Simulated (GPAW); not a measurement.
Runs of GPAW 26.7.0 on CdSe (Cadmoselite). It takes space group P6_3mc (No. 186, hexagonal). The conventional cell has a = 4.300 Å, b = 4.300 Å, c = 7.020 Å, α = 90.00°, β = 90.00°, γ = 120.00°. Cd (site symmetry 3m) has 4 Se at 2.61 to 2.70 Å as nearest neighbours. Se (site symmetry 3m) is surrounded by 4 Cd at 2.61 to 2.70 Å. 

```tsv
task	level	potentials or basis	k mesh	cutoff (eV)	smearing	response ecut	maxiter	response k mesh	response bands	kernels	other keys	mesh quality	gap on the mesh (eV)	pressure (GPa)	largest force (eV/Å)
dielectric tensor	PBE	GPAW PAW data sets (gpaw-data 1.2.1), pw	6 × 6 × 3	500	fermi-dirac 0.001 eV	80 eV	150	14 × 14 × 8	50	["RPA", "LR0.2", "LR0.1"]	-	not flagged	0.70	-	-
one-shot levels on a semilocal density	r2SCAN	GPAW PAW data sets (gpaw-data 1.2.1), pw	4 × 4 × 2	500	fermi-dirac 0.05 eV	-	50	-	-	-	several, not listed	coarse	1.17	-	-
single point	LDA	the program's PAW data sets (release 1.2.1) made for this functional, pw	6 × 6 × 3	450	fermi-dirac 0.01 eV	-	150	-	-	-	-	not flagged	(b)	(a)	0.25
single point	PBE	GPAW PAW data sets (gpaw-data 1.2.1), pw	6 × 6 × 3	500	fermi-dirac 0.01 eV	-	150	-	-	-	-	not flagged	0.70	2.5	0.28
```

Alike in all rows: no spin polarisation; cell as given.

Q: Fill in the values left out.

A: (a) -2.8; (b) 0.42.

Caveats: some runs use coarse meshes; the cutoff is short for stress and forces, so pressures can be off by a GPa or more (some runs); the dielectric constant isn't converged in the k mesh (some runs); the gap is small at this level, which inflates the dielectric constant (some runs); the long-wavelength limit can be off by several per cent where d states take part (some runs); energy and the plain gap are those of the semilocal run (some runs); the hybrids' values are one shot on its orbitals and mesh (some runs); the PAW data sets were made with another functional, which shifts forces and pressure a little (some runs).

A k mesh can miss the band edges, and the runs leave out spin-orbit coupling on Cd, Se.
